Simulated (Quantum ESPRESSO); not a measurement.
MnO:

```
Mn O
1.0
     3.37170    0.00000    0.00000
    -1.68585    2.91998    0.00000
     0.00000    0.00000    5.38550
Mn O
2 2
Direct
  0.33333 0.66667 0.01096
  0.66667 0.33333 0.51096
  0.33333 0.66667 0.37547
  0.66667 0.33333 0.87547
```

Measurements of this composition are mostly on another form, of space group No. 225.

Base run:

| Item | Value |
| --- | --- |
| Program | Quantum ESPRESSO 7.5 |
| Functional | LDA |
| Potentials or basis | PseudoDojo 0.4.1 SR LDA standard |
| Cutoff | 1306 eV |
| Density cutoff | 5225 eV |
| k mesh | 6 × 6 × 4 |
| Occupations | gaussian, width 0.05 eV |
| Spin | collinear spin, ferromagnetic start |
| Starting moments | [5.0, 5.0, 0.0, 0.0] μB |
| Hubbard terms | Mn d U = 8 eV |

Its results: band gap on the k mesh 0.16 eV, direct; pressure 5.4 GPa; net moment 10.00 μB per cell; site moments Mn +4.01; O +0.08 μB; largest force 0.951 eV/Å.

**Question.** The run is repeated on the same cell with these changes: hubbard terms from Mn d U = 8 eV to Mn d U = 2 eV. What comes out?

**Answer.** Band gap on the k mesh 0.08 eV, direct; pressure -1.6 GPa; net moment 10.00 μB per cell; site moments Mn +3.89; O +0.19 μB; largest force 0.690 eV/Å.

Caveats: only a ferromagnetic start was run, and an antiferromagnetic order may lie lower in energy.

A k mesh can miss the band edges.
